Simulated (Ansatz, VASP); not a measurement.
One calculation of PbSe, two programs

INCAR

```
SYSTEM = PbSe
PREC     = Accurate       ! precision mode
ENCUT    = 520            ! plane-wave cutoff, eV
EDIFF    = 1E-7           ! SCF threshold, eV
ISMEAR   = -1             ! smearing method
SIGMA    = 0.01           ! smearing width, eV
LREAL    = .FALSE.        ! projectors in reciprocal space
LASPH    = .TRUE.         ! aspherical terms in the spheres
NELM     = 100            ! most SCF steps
ALGO     = Normal         ! electronic algorithm
ISIF     = 2              ! what is computed and relaxed
LWAVE    = .FALSE.        ! write WAVECAR
LCHARG   = .FALSE.        ! write CHGCAR
GGA      = PE             ! functional
NBANDS   = 17             ! bands
```

Contents of KPOINTS:

```
Automatic mesh
0
G
  9 9 9
  0 0 0
```

File POSCAR:

```
PbSe
1.0
    0.0918645000      3.1080822500      3.1080822500
    3.1080822500      0.0918645000      3.1080822500
    3.1080822500      3.1080822500      0.0918645000
Pb Se
1 1
Direct
    0.0000000000      0.0000000000      0.0000000000
    0.5000000000      0.5000000000      0.5000000000
```

Input for Ansatz:

```yaml
crystal:
  lattice:
    - [0.0918645, 3.10808225, 3.10808225]
    - [3.10808225, 0.0918645, 3.10808225]
    - [3.10808225, 3.10808225, 0.0918645]
  atoms:
    - { symbol: Pb, position: [0.0, 0.0, 0.0] }
    - { symbol: Se, position: [0.5, 0.5, 0.5] }
kpoints:
  mp_grid: { grid: [9, 9, 9] }
  band_path:
    path:
      - [0.0, 0.0, 0.0]
      - [0.5, 0.5, 0.5]
      - [0.2428775097, 0.5, 0.7571224903]
      - [-0.2428775097, 0.2428775097, 0.5]
      - [0.0, 0.0, 0.5]
      - [0.0, 0.0, 0.0]
      - [-0.3714387548, 0.0, 0.3714387548]
      - [0.0, 0.3714387548, 0.6285612452]
      - [0.0, 0.5, 0.5]
    npoints: 5
scf:
  occupations: { method: fermi_dirac, width: 0.01 }
hamiltonian:
  xc: pbe
  pseudopotentials: { kind: all_electron, lapw: { basis_error: 0.00025 } }
output:
  forces: true
  stress: true
  eigenvalues: true
```

Change from the starting cell: equal xy, yz and zx shear strains of +3 %.

Alike in both runs: task single point; functional PBE; k mesh 9 × 9 × 9; occupations fermi-dirac, width 0.01 eV; no spin polarisation.

|  | VASP | Ansatz |
| --- | --- | --- |
| version | VASP 6.6.1 | Ansatz 0.2.0 |
| potentials or method | VASP PAW PBE potentials, release 64 (Pb_d, Se) | all-electron LAPW, scalar-relativistic |
| plane-wave cutoff (eV) | 520 | see its input |

|  | VASP | Ansatz | Ansatz less VASP |
| --- | --- | --- | --- |
| gap on the k mesh at the Fermi level (eV) | 0.43 | 0.42 | -0.002 |
| pressure (GPa) | 2.3 | 2.3 | +0.02 |
| largest component of the traceless stress (GPa) | 0.54 | 0.54 | -0.001 |

Ansatz ran all-electron here, so the differences hold the error of VASP's frozen core and of both bases.

Caveats: spin-orbit coupling is left out, which as a rule narrows the gap of such compounds by several tenths of an eV; an odd mesh through Γ misses points on the zone boundary, where band edges often lie.
